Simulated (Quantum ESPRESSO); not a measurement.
## Ag under changes of volume

One of the cells (17.806 Å³/atom); the others are scaled copies at fixed shape and fractional positions:

```
CELL_PARAMETERS angstrom
2.93000 0.00000 0.00000
-1.46500 2.53745 0.00000
0.00000 0.00000 4.79000
ATOMIC_POSITIONS crystal
Ag 0.66667 0.33333 0.75000
Ag 0.33333 0.66667 0.25000
```

This isn't the form of Ag at room conditions, which is fcc.

* Program: Quantum ESPRESSO 7.5
* Functional: r2SCAN
* Potentials or basis: SG15 PBE 1.2
* Cutoff: 952 eV
* Density cutoff: 3810 eV
* k mesh: 6 × 6 × 4
* Occupations: fermi-dirac, width 0.05 eV
* Spin: no spin polarisation

```csv
volume (Å³/atom),energy over the lowest point (meV/atom),pressure (GPa)
16.738,?,?
17.094,0.73,1.4
17.450,0.00,-0.7
17.806,3.72,-2.6
18.162,11.25,-4.2
18.518,22.06,-5.6
18.875,35.79,-6.8
```

Q: What does the run at 16.738 Å³/atom give?

A: Energy over the lowest point 6.63 meV/atom; pressure 3.9 GPa.

Worked out: A Birch-Murnaghan fit of order 3 (a polynomial in V^(-2/3)) to the other rows has its minimum at 17.32 Å³/atom with B0 = V·E''(V) = 102 GPa and B' = 6.0 at fixed shape and positions, which overstates the stiffness. It gives 6.55 meV/atom at 16.738 Å³/atom, against the run's 6.63, and -dE/dV = 3.9 GPa, against 3.9.

Energies are extrapolated to zero smearing.

Caveats: all runs use coarse meshes; the potentials were made for another functional, which shifts forces and pressure.
